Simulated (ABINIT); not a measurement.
The system is Pt.

```
Pt
1.0
     0.00000    1.96090    1.96090
     1.96090    0.00000    1.96090
     1.96090    1.96090    0.00000
Pt
1
Direct
  0.00000 0.00000 0.00000
```

```yaml
Program: ABINIT 10.8.3 (patched build)
Task: single point
Functional: PBE
Potentials_or_basis: JTH PAW PBE v2.0
Cutoff: 435 eV
k_mesh: 12 × 12 × 12
Occupations: fermi-dirac, width 0.05 eV
Spin: no spin polarisation
```

On this cell: pressure 11.1 GPa; band gap on the k mesh none (metal or under the smearing width).

The same run follows on a disturbed copy (cell strained at random at fixed volume):

```
Pt
1.0
    -0.01330    1.93575    1.94453
     1.97104    0.00303    1.92819
     2.00088    1.94926   -0.02681
Pt
1
Direct
  0.98674 0.01995 0.00694
```

**Question.** What changes?

**Answer.** The energy (extrapolated to zero smearing) moves by +2.7 meV/atom; pressure 11.2 GPa; band gap on the k mesh none (metal or under the smearing width).

Stress tensor (GPa, compression positive):
```
10.16 -0.68  1.57
-0.68 11.69  0.65
 1.57  0.65 11.75
```
